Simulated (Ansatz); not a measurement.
The system is Bi2Se3 (Paraguanajuatite).

```
Bi Se
1.0
     2.07150    1.19598    9.54533
    -2.07150    1.19598    9.54533
     0.00000   -2.39196    9.54533
Bi Se
2 3
Direct
  0.59920 0.59920 0.59920
  0.40080 0.40080 0.40080
  0.78830 0.78830 0.78830
  0.21170 0.21170 0.21170
  0.00000 0.00000 0.00000
```

Base run:

| Quantity | Value |
| --- | --- |
| Program | Ansatz 0.2.0 |
| Functional | RPBE |
| Potentials or basis | Ansatz PAW |
| Cutoff | 420 eV (not typed: the program's choice for these potentials) |
| k mesh | 8 × 8 × 8 |
| Occupations | fermi-dirac, width 0.05 eV |
| Spin | no spin polarisation |

Its results: band gap on the k mesh 0.29 eV, direct; pressure 4.2 GPa; largest force 0.161 eV/Å.

The run is repeated on the same cell with these changes: functional from RPBE to r2SCAN; cutoff from 420 eV (not typed: the program's choice for these potentials) to 500 eV (not typed: the program's choice for these potentials). What comes out?

Band gap on the k mesh 0.49 eV, direct; pressure 1.4 GPa; largest force 0.080 eV/Å.

r2SCAN gives the wider gap, since meta-GGAs in the generalised Kohn-Sham scheme recover part of the derivative discontinuity.

Caveats: spin-orbit coupling is left out, which as a rule narrows the gap of such compounds by several tenths of an eV; the PAW data sets come from PBE, with cores solved anew for the run's functional, which leaves a small shift of forces and pressure.
